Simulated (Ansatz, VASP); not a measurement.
**Au: VASP beside Ansatz**

```
Au
1.0
     1.41131   -2.55593    0.00000
     1.41131    2.55593    0.00000
     0.00000    0.00000    4.89317
Au
2
Direct
  0.66533 0.33467 0.75000
  0.33467 0.66533 0.25000
```

Alike in both runs: task single point; functional PBEsol; k mesh 15 × 15 × 8; occupations fermi-dirac, width 0.08 eV; no spin polarisation.

```csv
,VASP,Ansatz
version,VASP 6.6.1,Ansatz 0.2.0
potentials or method,"VASP PAW PBE potentials, release 64 (Au), cutoff 520 eV","all-electron LAPW, scalar-relativistic"
```

Ansatz gave:

```
pressure (GPa)                                  : -5.3
largest component of the traceless stress (GPa) : 2.55
rms of the force components (eV/Å)              : 0.010
```

Q: Which values does VASP return?

A: Pressure (GPa): -5.5; largest component of the traceless stress (GPa): 2.56; rms of the force components (eV/Å): 0.010.

Atom by atom the forces differ by 0.000 eV/Å (rms over components). Ansatz ran all-electron here, so the differences hold the error of VASP's frozen core and of both bases.

Caveats: the PAW data sets were made with another functional, which shifts forces and pressure a little (VASP). Spin-orbit coupling is left out, which matters for the levels of Au.
